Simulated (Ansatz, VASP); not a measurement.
**One calculation of Si2W, two programs**

The input INCAR:

```
PREC = Accurate
ENCUT = 520
EDIFF = 1E-7
ISMEAR = -1
SIGMA = 0.05
LREAL = False
LASPH = True
NELM = 80
ALGO = Normal
ISIF = 2
LWAVE = False
LCHARG = False
GGA = PE
NBANDS = 18
```

The input KPOINTS:

```
regular mesh
0
Gamma
  12 12 12
```

POSCAR

```
Si2W
1.0
   -1.6384158444      1.6384158444      3.9917332191
    1.6384158444     -1.6384158444      3.9917332191
    1.6384158444      1.6384158444     -3.9917332191
W Si
1 2
Direct
    0.0000000000      0.0000000000      0.0000000000
    0.6653000000      0.6653000000      0.0000000000
    0.3347000000      0.3347000000      0.0000000000
```

Contents of input.yaml:

```yaml
crystal:
  lattice:
    - [-1.6384158444, 1.6384158444, 3.9917332191]
    - [1.6384158444, -1.6384158444, 3.9917332191]
    - [1.6384158444, 1.6384158444, -3.9917332191]
  atoms:
    - { symbol: W, position: [0.0, 0.0, 0.0] }
    - { symbol: Si, position: [0.6653, 0.6653, 0.0] }
    - { symbol: Si, position: [0.3347, 0.3347, 0.0] }
hamiltonian:
  xc: pbe
  pseudopotentials: { kind: paw }
kpoints:
  mp_grid: { grid: [12, 12, 12] }
scf:
  occupations: { method: fermi_dirac, width: 0.05 }
output:
  forces: true
  stress: true
  eigenvalues: true
```

Change from the starting cell: volume scaled by 1.06.

Alike in both runs: task single point; functional PBE; k mesh 12 × 12 × 12; occupations fermi-dirac, width 0.05 eV; no spin polarisation.

|  | VASP | Ansatz |
| --- | --- | --- |
| version | VASP 6.6.1 | Ansatz 0.2.0 |
| potentials or method | VASP PAW PBE potentials, release 64 (W_sv, Si) | Ansatz PAW |
| plane-wave cutoff (eV) | 520 | 420 |
| valence electrons in the cell | 22 | 22 |

|  | VASP | Ansatz | Ansatz less VASP |
| --- | --- | --- | --- |
| gap on the k mesh at the Fermi level (eV) | none | none | - |
| pressure (GPa) | -8.7 | -8.8 | -0.06 |
| largest component of the traceless stress (GPa) | 0.68 | 0.64 | -0.040 |
| rms of the force components (eV/Å) | 0.035 | 0.036 | +0.0010 |

Atom by atom the forces differ by 0.001 eV/Å (rms over components). A gap of «none» marks a metal or a gap that the smearing closes. With one functional, cell and mesh, what is left measures potentials, basis and numerics.

Spin-orbit coupling is left out, which matters for the levels of W.
